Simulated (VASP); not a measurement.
Crystal: BaS.

```
CELL_PARAMETERS angstrom
0.00000 3.19375 3.19375
3.19375 0.00000 3.19375
3.19375 3.19375 0.00000
ATOMIC_POSITIONS crystal
Ba 0.00000 0.00000 0.00000
S 0.50000 0.50000 0.50000
```

| Property | Result |
| --- | --- |
| Program | VASP 6.6.1 |
| Task | relaxation of cell and atoms |
| Functional | vdW-DF |
| Potentials or basis | VASP PAW PBE potentials, release 64 (Ba_sv, S) |
| Cutoff | 600 eV |
| k mesh | 7 × 7 × 7 |
| Occupations | fermi-dirac, width 0.05 eV |
| Spin | no spin polarisation |

At the start: pressure 3.1 GPa; volume 32.58 Å³/atom.

How do energy, volume and symmetry change on relaxing?

Over 3 steps the energy falls by 20.4 meV/atom and the volume is 34.83 Å³/atom (+6.9 %); space group Fm-3m (No. 225, to 0.05 Å).

Step by step:
| step | energy change (eV) | largest force (eV/Å) | pressure (GPa) | volume (Å³) |
| --- | --- | --- | --- | --- |
| 1 | 0.0000 | 0.0000 | 3.07 | 65.15 |
| 2 | -0.0367 | 0.0000 | -0.83 | 71.22 |
| 3 | -0.0408 | 0.0000 | 0.00 | 69.66 |

Final structure:
```xyz
2
Lattice="0.0000 3.2658 3.2658 3.2658 0.0000 3.2658 3.2658 3.2658 0.0000" Properties=species:S:1:pos:R:3 pbc="T T T"
Ba    0.0000    0.0000    0.0000
S     3.2658    3.2658    3.2658
```

Caveat: the PAW data sets were made with another functional, which shifts forces and pressure a little.
